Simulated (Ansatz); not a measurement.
Computed with Ansatz, DFT PBE, scalar-relativistic, plane waves, PAW. All cells share a 420 eV cutoff and Γ-centred k meshes spaced at most about 0.3 Å⁻¹ (about 0.25 or finer for metals, 2π included). No spin polarisation.

Formation energies are uncorrected and refer to the elements' standard structures at the same level. The references include black phosphorus.

These are static total energies at zero pressure. Larger cells and other orderings weren't all tried, so the list isn't exhaustive. No dispersion correction is applied, so the spacing and binding between layers, chains or molecules are poorly described. The reference form of P is held partly by dispersion forces, which this level lacks.

A search for BP2 gave 12 distinct relaxed structures. Coordination counts P atoms around B (those within 1.25 times the shortest such distance or 1.15 times the sum of covalent radii). Cells relaxed within their symmetry can be saddle points.

Problem. What is the best candidate for BP2?

Solution. The one with space group P3m1 (No. 156), reached from: a cell proposed by chemical analogy. It has a = 3.263 Å, c = 8.869 Å, 13.6 Å³/atom, no gap on the mesh. B on its first site is surrounded by 4 P at 1.98–1.99 Å; B on its second site is surrounded by 4 P at 1.98–1.99 Å; P on its first site is surrounded by 1 B at 1.98 Å and 3 P at 2.23 Å; around P on its second site lie 4 B at 1.98–1.99 Å; 2 more sites not described. Its energy over the elements is −0.11 eV/atom. Whether it is stable depends on the other phases of the system, which aren't compared here. An observed structure of this formula, if there is one, may be missing.

```yaml
crystal:
  lattice:
    - [3.26348, 0.00000, 0.00000]
    - [-1.63174, 2.82626, 0.00000]
    - [0.00000, 0.00000, 8.86925]
  atoms:
    - { symbol: B, position: [0.00000, 0.00000, 0.33698] }
    - { symbol: B, position: [0.66667, 0.33333, 0.04195] }
    - { symbol: P, position: [0.00000, 0.00000, 0.55974] }
    - { symbol: P, position: [0.66667, 0.33333, 0.26489] }
    - { symbol: P, position: [0.33333, 0.66667, 0.96937] }
    - { symbol: P, position: [0.66667, 0.33333, 0.69407] }
```

Problem. How much higher is the P4_222 structure with 14.6 Å³/atom and coordination B 4 (reached from: random cell with space group P4_2)?

Solution. 0.50 eV/atom. It has no gap on its mesh. It holds P–P pairs (shortest 2.18 Å).

Problem. How much higher is the I4_1/amd structure with 12.2 Å³/atom and coordination B 4 (reached from: 4-, 6-connected net, elements by coordination)?

Solution. 0.61 eV/atom. It has no gap on its mesh. It holds P–P bonds in all directions (shortest 2.39 Å).
